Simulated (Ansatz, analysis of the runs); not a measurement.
# A defect in a wire: Mo wire along [111], 4 atoms a period, Co in place of one Mo, part 2 of 2

Aim: how much does this defect scatter, and at which energies?

Ansatz 0.2.0; DFT PBE, plane waves, PAW; relaxation of a wire's period (the session's first sound run).

So far. Step 3 (The wire at its relaxed period): At the computed energy nearest the Fermi level there are 4 channels a spin, and the thermal average gives 4.13 G₀. Step 4 (Relaxation of the scattering region): The largest force component on a free atom ends at 0.008 eV/Å, under the limit of 0.06. Co ends nearest to Mo at 2.34 Å, Mo at 2.34 Å, Mo at 2.51 Å, Mo at 2.52 Å, Mo at 2.67 Å, Mo at 2.75 Å and Mo at 2.87 Å.

## (5) The open system

This step: DFT PBE, plane waves, PAW; transmission of a junction in a wire (Ansatz 0.2.0).

The cell is now read as a scatterer between two semi-infinite leads, named by two sites one period apart. The scattering states in its self-consistent potential are matched to the leads' states at each energy. One point across is taken, as for a wire in vacuum.

input.yaml

```yaml
crystal:
  lattice:
    - [11.269, 0.0, 0.0]
    - [0.0, 9.38, 0.0]
    - [0.0, 0.0, 24.528903936]
  atoms:
    - { symbol: Mo, position: [0.326138267, 0.500006887, 0.0] }
    - { symbol: Mo, position: [0.499996222, 0.374747845, 0.031606874] }
    - { symbol: Mo, position: [0.499996222, 0.625265929, 0.079504237] }
    - { symbol: Mo, position: [0.673854177, 0.500006887, 0.0] }
    - { symbol: Mo, position: [0.326138267, 0.500006887, 0.111111111] }
    - { symbol: Mo, position: [0.499996222, 0.374747845, 0.142717985] }
    - { symbol: Mo, position: [0.499996222, 0.625265929, 0.190615349] }
    - { symbol: Mo, position: [0.673854177, 0.500006887, 0.111111111] }
[... 24 atom lines left out ...]
    - { symbol: Mo, position: [0.326138267, 0.500006887, 0.888888889] }
    - { symbol: Mo, position: [0.499996222, 0.374747845, 0.920495763] }
    - { symbol: Mo, position: [0.499996222, 0.625265929, 0.968393126] }
    - { symbol: Mo, position: [0.673854177, 0.500006887, 0.888888889] }
kpoints:
  mp_grid: { grid: [1, 1, 4] }
scf:
  occupations: { method: fermi_dirac, width: 0.05 }
hamiltonian:
  xc: pbe
output:
  transmission:
    e_range: [-1.26, 1.26]
    de: 0.035
    kmesh: [1, 1]
    reduced_basis: true
    leads: [[32, 0]]
  dos: { projected: true, e_range: [-4, 3] }
  write_potential: true
  write_density: true
  volumetric_format: npy
  elf: true
basis:
  ecutwfc: "350 eV"
```

On the command line:

```
$ ansatz run input.yaml --threads 4 --pin off --max-ram 16384MiB --backend cpu --events-out ev --progress --plain --runs-dir out
```

The job ended after 13 min (4 threads of Arm Neoverse V1, shared host; peak memory 6.1 GiB).

Numbers from this step:

* energy at zero smearing: -178510.1414 eV
* transmission at the energy nearest the Fermi level, one spin: 2.769
* step of the lead's Hamiltonian: 29.2 meV
* conductance of the junction: 2.824 G₀

Transmission, one spin against energy, zero at the Fermi level:

energy (eV), transmission, one spin and a bar from the least value:
```
    -1.26       1.70 
    -1.16       3.05 ############
    -1.01       2.47 #######
    -0.91       3.97 ####################
    -0.77       3.93 ###################
    -0.67       4.42 ########################
    -0.63       4.88 ############################
    -0.53       2.91 ###########
    -0.42       4.44 ########################
    -0.39       4.47 ########################
    -0.32       4.34 #######################
    -0.17       3.64 #################
    -0.07       2.88 ##########
     0.00       2.77 #########
     0.07       2.69 #########
     0.17       2.33 ######
     0.32       3.59 #################
     0.42       4.09 #####################
     0.53       4.54 #########################
     0.67       5.13 ##############################
     0.77       4.48 ########################
     0.88       4.54 #########################
     0.91       4.48 ########################
     1.01       3.37 ###############
     1.16       4.56 #########################
     1.26       3.69 #################
```

The open channels of the lead, one spin by energy, zero at the Fermi level:

energy (eV), open channels of the lead, one spin and a bar from the least value:
```
   -1.190       5.00 ###############
   -1.085       2.00 
   -1.015       4.00 ##########
   -0.910       6.00 ####################
   -0.805       6.00 ####################
   -0.700       6.00 ####################
   -0.595       6.00 ####################
   -0.490       4.00 ##########
   -0.385       5.00 ###############
   -0.315       5.00 ###############
   -0.210       5.00 ###############
   -0.105       5.00 ###############
    0.000       4.00 ##########
    0.105       4.00 ##########
    0.210       4.00 ##########
    0.315       6.00 ####################
    0.385       6.00 ####################
    0.490       6.00 ####################
    0.595       8.00 ##############################
    0.700       8.00 ##############################
    0.805       7.00 #########################
    0.910       7.00 #########################
    1.015       6.00 ####################
    1.085       5.00 ###############
    1.190       7.00 #########################
```

Projected DOS an atom over height of the atomic layer and energy from the Fermi level.  broadened by a Gaussian of 0.15 eV, since few k-points sample the long cell.

Ten even steps from '_' (0.46 states/eV) to '@' (3.26 states/eV), each cell a mean:
```
::----::----::::==--====----__::--====--==----==------
--====--====----==--==**====__::--**----==----==--====
==============++++==--##++**::==--**==::==============
==----==----------==::**====++**--++--::======--==----
::::::--::::--::::--::--::::==**..::::------::::--::::
::::::::::::::..::::..::------**::..::::::::::::::::::
--....::....--....::::..::::++++::..--....::....--....
==____==____==..__==..__::__====....==____--____==____
**::::**::::**::::**....==__--==::..**::::**::::**::::
==::::==::::==::::==..::++..**--::..==::::==::::==::::
--....==....==....--..__==..**--....--....==....==....
::::::::::::--::::--::__::..++::....--....--::..::::::
--------::------::----::::::**::------::--------------
........__........::..::::::==::::::::......__........
::::::::::::::--::::::--::::::..::::::::::::::::::::::
**####**##****##**++****++++++==##++++##**++##****####
======++==--==--++++==++++++@@++++========++==========
::....::....::..::::..::----%%--..::::..::--....::....
__________________________..--..__..__________________
__....__::::__....__..::__::--..::::__..::__....__....
::----::--==::----::----..--==::==--::----..----::==--
--++++--++++--++++--++==--====--==++--++==--==++--++++
```
Columns: height of the atomic layer (Å) from 0 to 23.8 (not evenly spaced); rows upwards: energy from the Fermi level (eV) from -3.98 to 1.47.

Electrostatic potential energy in the cb plane at fractional x = 0.500, with atoms of Mo and Co within 0.2 Å of it. With pseudopotentials it is smooth inside the atoms' cores, unlike the true potential.

Values in eV, 13 rows by 16 columns, each cell a mean:
```
  5   5   5   5   5   5   5   6   6   6   5   5   5   5   5   5
  5   5   5   5   5   5   5   5   6   6   5   5   5   5   5   5
  2   4   3   2   4   3   3   5   6   6   4   2   4   3   2   4
-23  -4  -7 -22   0  -5 -13   2   2   3  -3 -17   0  -9 -21   0
-70 -23 -29 -68  -9 -32 -61  -6 -34 -14 -22 -68 -12 -34 -66  -8
-49 -14 -18 -47  -4 -27 -54  -7 -51 -23 -16 -55  -8 -21 -46  -4
 -5  -6 -10  -4  -7  -7  -7  -3 -10  -3  -4  -6  -6  -9  -4  -9
-11 -36 -53  -5 -51 -36  -5 -43 -14 -15 -47  -6 -40 -50  -5 -55
-11 -35 -53  -5 -53 -38 -11 -70 -28 -26 -70 -12 -40 -49  -5 -55
  1  -4  -9   2  -9  -6  -1 -27  -8  -5 -23  -1  -5  -8   2  -9
  4   4   3   5   3   4   4   1   3   4   2   4   4   3   5   3
  5   5   5   5   5   5   5   5   5   5   5   5   5   5   5   5
  5   5   5   5   5   5   5   5   5   5   5   5   5   5   5   5
```
Columns run along c (16.0 Å, from fractional 0.17 to 0.83 of the cell; values clipped at the 3rd and 97th percentile), rows up along b (9.4 Å). Atoms in or near the plane, at fractional coordinates: Mo at (0.19, 0.63), Mo at (0.25, 0.37), Mo at (0.30, 0.63), Mo at (0.36, 0.37), Mo at (0.42, 0.61), Mo at (0.48, 0.35), Co at (0.52, 0.59), Mo at (0.59, 0.35), Mo at (0.63, 0.62), Mo at (0.70, 0.37), Mo at (0.75, 0.63), Mo at (0.81, 0.37).

Valence density in the cb plane at fractional x = 0.500, with atoms of Mo and Co within 0.2 Å of it. It is the smooth field of the valence electrons, not physical close to the nuclei.

Ten steps, logarithmic in the rise over the least value, from '0' (0 e/Å³) to '9' (31 e/Å³), each cell a mean:
```
00000000000000000000000000000000000000000000
00000000000000000000000000000000000000000000
00000000000000000000000000000000000000000000
00000000000000000000000000000000000000000000
00000000000000000000000000000000000000000000
00000000000000000000000000000000000000000000
23311012332100012210000000000122210011332110
56531124554211135542112332111355421124565211
66642125666311256653124774212466641125666311
66642125665311256653126996212466631124665311
44421113443211235542125885211345421113443211
22211112221111122221112442111222211112221111
21112332111223221111121111112211112332111223
31124554211355531113443111244421124554211355
42135665312466641125665212466642135665312466
31135665212466641135665312466642135665212466
21113443111345421124664211356531113443111245
00001111000112110012332111123211001111000111
00000000000000000000110000000000000000000000
00000000000000000000000000000000000000000000
00000000000000000000000000000000000000000000
00000000000000000000000000000000000000000000
00000000000000000000000000000000000000000000
00000000000000000000000000000000000000000000
```
Columns run along c (16.0 Å, from fractional 0.17 to 0.83 of the cell), rows up along b (9.4 Å). Atoms in or near the plane, at fractional coordinates: Mo at (0.19, 0.63), Mo at (0.25, 0.37), Mo at (0.30, 0.63), Mo at (0.36, 0.37), Mo at (0.42, 0.61), Mo at (0.48, 0.35), Co at (0.52, 0.59), Mo at (0.59, 0.35), Mo at (0.63, 0.62), Mo at (0.70, 0.37), Mo at (0.75, 0.63), Mo at (0.81, 0.37).

ELF in the cb plane at fractional x = 0.500, with atoms of Mo and Co within 0.2 Å of it. It is the smooth field of the valence electrons, not physical close to the nuclei.

Ten even steps from '0' (0.00) to '9' (0.92), each cell a mean:
```
00000000000000000000000000000000000000000000
00000000000000000000000000000000000000000000
00011110000011000000000000000000011100000111
00013310000122100000122222110000023310001233
00013420000133200001233323320000124420001243
01113420011134200001354333431000124420011244
35423422453234212322353222441124324422453243
77753436777334357763342222342477743435777433
74663347657423376674333663233665752337657533
76762236767322376674225995122676752236767422
56532324654223257652223773122466522324654233
32223233322333333222322222233333223233322333
33322343333223333332222222222333322343333234
42236776222467742323453232245532226776222467
52247567422675752236777322576752247557422675
53347667433676753347557433674763347667433676
33335764343477633336776333577753435764243367
13422221244222114423553243245323532221243222
13421000254210014421111244211012541000243210
13321000244210124420000244210002442100233210
02211000233210123320000133210002331000122100
00100000011100011110000122100001111000011000
00000000000000000000000000000000000000000000
00000000000000000000000000000000000000000000
```
Columns run along c (16.0 Å, from fractional 0.17 to 0.83 of the cell), rows up along b (9.4 Å). Atoms in or near the plane, at fractional coordinates: Mo at (0.19, 0.63), Mo at (0.25, 0.37), Mo at (0.30, 0.63), Mo at (0.36, 0.37), Mo at (0.42, 0.61), Mo at (0.48, 0.35), Co at (0.52, 0.59), Mo at (0.59, 0.35), Mo at (0.63, 0.62), Mo at (0.70, 0.37), Mo at (0.75, 0.63), Mo at (0.81, 0.37).

By hand: the program gives 2.0701 × 10^14 S/m² over the cell's cross-section of 105.70 Å² = 1.057 × 10^-18 m², so one cell conducts 2.188 × 10^-4 S. Divided by G0 = 2e²/h = 7.748 × 10^-5 S this is 2.82 G0, a resistance of 4.57 kΩ.

The conductance is 2.82 G₀, with 4 channels a spin open in the lead. The lead's Hamiltonian steps by 29.2 meV, which the program calls too much for a lead. The largest term of the program's error estimate is 52 %.

## (6) Conductance and thermopower from T(E)

This step: Landauer integrals over the computed T(E), interpolated linearly between its energies (analysis of the runs above).

Conductance and thermopower are moments of T(E) over the thermal window; sliding the window along E stands for a gate that leaves T(E) rigid.

Numbers from this step:

```
conductance at 300 K, interpolated from T(E) : 2.824 G₀
thermopower at 300 K                         : 2.558 μV/K
Lorenz number over L0                        : 1.033
```

T(E) held rigid; rough near sharp steps of T(E). Table of conductance at 300 K by shift of the leads' level:

```tsv
shift of the leads' level (eV)	conductance at 300 K (G₀)
-0.900	3.83
-0.850	3.92
-0.800	3.94
-0.700	4.37
-0.650	4.55
-0.600	4.50
-0.550	3.89
-0.450	3.25
-0.400	4.01
-0.350	4.31
-0.300	4.25
-0.200	3.80
-0.150	3.44
-0.100	3.11
-0.050	2.91
0.050	2.82
0.100	2.84
0.150	2.64
0.200	2.44
0.300	3.20
0.350	3.72
0.400	3.99
0.450	4.13
0.550	4.58
0.600	4.74
0.650	4.89
0.700	4.86
0.800	4.22
0.850	4.29
0.900	4.20
```

T(E) held rigid; rough near sharp steps of T(E). Thermopower at 300 K against shift of the leads' level:

```tsv
shift of the leads' level (eV)	thermopower at 300 K (μV/K)
-0.900	-9.67
-0.850	-1.64
-0.800	-3.74
-0.750	-8.00
-0.700	-6.78
-0.650	-2.54
-0.600	10.1
-0.550	26.4
-0.500	16.2
-0.450	-21.5
-0.400	-19.2
-0.350	-3.20
-0.300	3.88
-0.250	7.82
-0.200	12.5
-0.150	14.8
-0.100	12.5
-0.050	6.90
0.000	2.56
0.050	-0.403
0.100	3.69
0.150	12.1
0.200	0.291
0.250	-21.3
0.300	-25.3
0.350	-15.2
0.400	-7.48
0.450	-5.82
0.500	-8.04
0.550	-6.39
0.600	-4.55
0.650	-2.32
0.700	5.27
0.750	10.9
0.800	4.54
0.850	-0.883
0.900	9.49
```

The two levels move by half the bias each and T(E) is held rigid. Table of current from the zero-bias T(E) by bias:

```tsv
bias (V)	current from the zero-bias T(E) (μA)
0.000	0
0.100	22.0
0.200	44.6
0.300	67.9
0.400	91.7
0.500	117
0.600	144
0.700	174
0.800	205
0.900	235
1.000	264
1.100	294
1.200	329
1.300	365
1.400	402
1.500	436
1.600	469
1.700	500
1.800	532
1.900	562
```

By hand, Mott's formula: S = −(π²k²T/3e) d ln T/dE, and π²k²T/3e = 7.33 μV/K × eV at 300 K. The computed T is 2.88 at -0.070 eV and 2.69 at +0.070 eV, so d ln T/dE ≈ -0.476 per eV and S ≈ 3.49 μV/K, against 2.56 from the integrals.

The thermopower is 2.56 μV/K. The Lorenz ratio is 1.03, where the Wiedemann-Franz law gives 1. Moving the level by up to 0.1 eV either way gives -0.40 to 12 μV/K.

## (7) The wire at its relaxed period

This step: DFT PBE, plane waves, PAW; channels and complex bands of a perfect wire; changed: magnetization = {"spin_polarized": true}, hamiltonian.hubbard = {"sites": [{"species": "Mo", "l": "d", "u_eff": 6.0}], "double_counting": "amf"} (Ansatz 0.2.0).

System of this step: Mo wire along [111], 4 atoms a period. The cell holds 4 atoms: 4 Mo. Its edges and angles: a = 11.269 Å, b = 9.380 Å, c = 2.725 Å, α = 90.0°, β = 90.0°, γ = 90.0°. Vacuum lies along a and b. The structure's axis is c.

The input of the run on the perfect lead is made doubtful on purpose.

input.yaml

```yaml
crystal:
  lattice:
    - [11.269, 0.0, 0.0]
    - [0.0, 9.38, 0.0]
    - [0.0, 0.0, 2.7254337707]
  atoms:
    - { symbol: Mo, position: [0.326138267, 0.500006887, 0.0] }
    - { symbol: Mo, position: [0.499996222, 0.374747845, 0.284461863] }
    - { symbol: Mo, position: [0.499996222, 0.625265929, 0.715538137] }
    - { symbol: Mo, position: [0.673854177, 0.500006887, 0.0] }
kpoints:
  mp_grid: { grid: [1, 1, 30] }
scf:
  occupations: { method: fermi_dirac, width: 0.05 }
hamiltonian:
  xc: pbe
  hubbard: { sites: [{ species: Mo, l: d, u_eff: 6.0 }], double_counting: amf }
output:
  transmission:
    e_range: [-1.26, 1.26]
    de: 0.035
    kmesh: [1, 1]
    reduced_basis: true
    leads: [[0, 0]]
basis:
  ecutwfc: "350 eV"
magnetization:
  spin_polarized: true
```

Run time: 0.08 s. Hardware: 4 threads; peak memory 0.075 GiB.

The input was rejected at the start.

The program's message: “Error: inconsistent input (output.transmission.reduced_basis, hamiltonian.hubbard): a run with a Hubbard term is solved on all plane waves alone: leave reduced_basis out”

The change that led to it: magnetization = {"spin_polarized": true} and hamiltonian.hubbard.

## (8) What came out

- conductance of the perfect wire: 4.13 G₀
- conductance, Co in place of one Mo: 2.82 G₀ (one error term of 52 %, so a rough value at best)
- thermopower, Co in place of one Mo: 2.56 μV/K (rough, as the conductance is)

**Reading.** Summed over the computed window, 66 % of the lead's open channels pass the defect; the conductance at 300 K is 2.82 G₀. With Co in place of one Mo, 68 % of the conductance of that run's own lead (4.17 G₀) is left. Transport is coherent and elastic here: the atoms are frozen, so scattering by vibrations plays no part. The free region is short: held atoms still bear up to 0.6 eV/Å after a relaxation. In 1 run the program finds the step of the lead's Hamiltonian too large, so longer leads may change the transmission. One term of the program's error estimate for a conductance, of a junction or of the perfect wire, reaches 52 % in this session. A junction with open d shells ran without spin, after the few moments seeded in its relaxation died away; moments on all d atoms were not tried. A cutoff under the files' recommended one was taken to save time; its effect on T(E) was not tested here. A cell with an odd number of electrons ran without spin; a level of the scatterer near the Fermi level could split if spin were allowed.

[Logs are printed without paths, hosts, clocks, repeated set-up lines and the standing remarks that a program may print on its own settings, such as how far it seeks lower states.]

[Hosts, paths, dates, database ids (printed as entryN), source tags and the programs' standing remarks are cut or masked in the printed files.]
